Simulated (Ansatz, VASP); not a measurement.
**One calculation of Bi2Te3 (Tellurobismuthite), two programs**

INCAR

```
SYSTEM = Bi2Te3
ALGO = Normal ; EDIFF = 1E-7
ENCUT = 520 ; GGA = PS
ISIF = 2 ; ISMEAR = -1
KPAR = 2 ; LASPH = .True.
LCHARG = .False. ; LREAL = .False.
LWAVE = .False. ; NBANDS = 32
NELM = 60 ; PREC = Accurate
SIGMA = 0.05
```

File KPOINTS:

```
k-points
0
Gamma
  7 7 7
  0 0 0
```

Contents of POSCAR:

```
Bi2Te3
1.0
    2.2360109196      1.2909615063     10.3650440818
   -2.2360109196      1.2909615063     10.3650440818
    0.0000000000     -2.5819230127     10.3650440818
Bi Te
2 3
Direct
    0.6000000000      0.6000000000      0.6000000000
    0.4000000000      0.4000000000      0.4000000000
    0.7905000000      0.7905000000      0.7905000000
    0.2095000000      0.2095000000      0.2095000000
    0.0000000000      0.0000000000      0.0000000000
```

input.yaml

```yaml
crystal:
  lattice:
    - [2.2360109196, 1.2909615063, 10.3650440818]
    - [-2.2360109196, 1.2909615063, 10.3650440818]
    - [0.0, -2.5819230127, 10.3650440818]
  atoms:
    - { symbol: Bi, position: [0.6, 0.6, 0.6] }
    - { symbol: Bi, position: [0.4, 0.4, 0.4] }
    - { symbol: Te, position: [0.7905, 0.7905, 0.7905] }
    - { symbol: Te, position: [0.2095, 0.2095, 0.2095] }
    - { symbol: Te, position: [0.0, 0.0, 0.0] }
hamiltonian:
  xc: pbesol
  pseudopotentials: { kind: paw }
kpoints:
  mp_grid: { grid: [7, 7, 7] }
scf:
  occupations: { method: fermi_dirac, width: 0.05 }
output:
  forces: true
  stress: true
  eigenvalues: true
  write_density: true
  write_potential: true
  elf: true
  volumetric_format: npy
```

Change from the starting cell: volume scaled by 1.06.

Alike in both runs: task single point; functional PBEsol; k mesh 7 × 7 × 7; occupations fermi-dirac, width 0.05 eV; no spin polarisation.

|  | VASP | Ansatz |
| --- | --- | --- |
| version | VASP 6.6.1 | Ansatz 0.2.0 |
| potentials or method | VASP PAW PBE potentials, release 64 (Bi_d, Te) | Ansatz PAW |
| plane-wave cutoff (eV) | 520 | 420 |
| valence electrons in the cell | 48 | 78 |

|  | VASP | Ansatz | Ansatz less VASP |
| --- | --- | --- | --- |
| gap on the k mesh at the Fermi level (eV) | 0.26 | 0.27 | +0.010 |
| least direct gap on the mesh (eV) | 0.26 | 0.27 | +0.010 |
| pressure (GPa) | -3.2 | -3.2 | 0.00 |
| largest component of the traceless stress (GPa) | 0.30 | 0.31 | +0.004 |
| rms of the force components (eV/Å) | 0.169 | 0.174 | +0.0058 |

Atom by atom the forces differ by 0.006 eV/Å (rms over components). The functional is the same, so the differences come from potentials, cutoffs and numerics. The two sets of potentials don't hold the same shells in valence.

Caveats: spin-orbit coupling is left out, which as a rule narrows the gap of such compounds by several tenths of an eV; the PAW data sets were made with another functional, which shifts forces and pressure a little (VASP); an odd mesh through Γ misses points on the zone boundary, where band edges often lie (VASP); odd divisions of the mesh miss points on the zone boundary, where band edges often lie, so the gap on the mesh can be too wide (Ansatz); the PAW data sets come from PBE, with cores solved anew for the run's functional, which leaves a small shift of forces and pressure (Ansatz).
